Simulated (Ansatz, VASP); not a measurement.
**Cs: VASP beside Ansatz**

```
CELL_PARAMETERS angstrom
4.73507 0.00000 0.00000
0.00000 4.73507 0.00000
0.00000 0.00000 4.73507
ATOMIC_POSITIONS crystal
Cs 0.00000 0.00000 0.00000
```

Alike in both runs: task single point; functional PBEsol; k mesh 4 × 4 × 4; occupations gaussian, width 0.1 eV; no spin polarisation.

|  | VASP | Ansatz |
| --- | --- | --- |
| version | VASP 6.6.1 | Ansatz 0.2.0 |
| potentials or method | VASP PAW PBE potentials, release 64 (Cs_sv) | scalar-relativistic, plane waves, PAW |
| plane-wave cutoff (eV) | 520 | 420 |
| valence electrons in the cell | 9 | 9 |

```csv
,VASP,Ansatz,Ansatz less VASP
gap on the k mesh at the Fermi level (eV),none,none,-
pressure (GPa),0.1,0.1,+0.01
```

A gap of «none» marks a metal or a gap that the smearing closes.

Caveats: the PAW data sets were made with another functional, which shifts forces and pressure a little (VASP). Spin-orbit coupling is left out, which matters for the levels of Cs.
